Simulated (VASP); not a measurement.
# GaSb: single point with PBE+D3(BJ)

**Experimental background.**

A printed reference work, data compilation reports, for a bulk crystal of GaSb at 4.2 K: band gap 0.811 eV (direct).

Crystal: GaSb.

```
CELL_PARAMETERS angstrom
0.00000 3.06487 3.06487
3.06487 0.00000 3.06487
3.06487 3.06487 0.00000
ATOMIC_POSITIONS crystal
Ga 0.00000 0.00000 0.00000
Sb 0.75000 0.75000 0.75000
```

- Program: VASP 6.6.1
- Task: single point
- Functional: PBE
- Dispersion: D3(BJ)
- Potentials or basis: VASP PAW PBE potentials, release 64 (Ga_d, Sb)
- Cutoff: 520 eV
- k mesh: 12 × 12 × 12
- Occupations: gaussian, width 0.1 eV
- Spin: no spin polarisation

```
Pressure                   : 0.1 GPa
Band gap on the k mesh     : zero (filled and empty bands touch)
Dispersion energy per atom : -0.330 eV
```

Levels at points of the mesh, in eV from the Fermi level:
```tsv
k point	band 7	band 8	band 9	band 10	band 11	band 12
(0.00, 0.00, 0.00)	-0.06	-0.06	-0.06	-0.06	2.72	2.72
(0.50, 0.00, 0.00)	-6.39	-1.20	-1.20	0.34	3.69	3.69
(0.50, 0.50, 0.00)	-6.84	-2.61	-2.61	0.86	1.21	8.59
```

It took 28 s on 1 thread of AMD EPYC 9R45 (Zen 5), on a shared host, peak memory 0.2 GiB.

Measured gap of GaSb: 0.811 eV (direct; 4.2 K; a printed reference work, data compilation). This calculation gives 0.00 eV (-0.81 eV). Spin-orbit coupling on Ga, Sb is left out. The value is that of PBE+D3(BJ) on a finite k mesh, which can miss the band edges, without temperature or zero-point motion. Semilocal functionals fall short of measured gaps as a rule.

Caveat: spin-orbit coupling is left out, which moves the levels of the heavy elements; pairwise dispersion overbinds metals, which lowers pressure and volume.
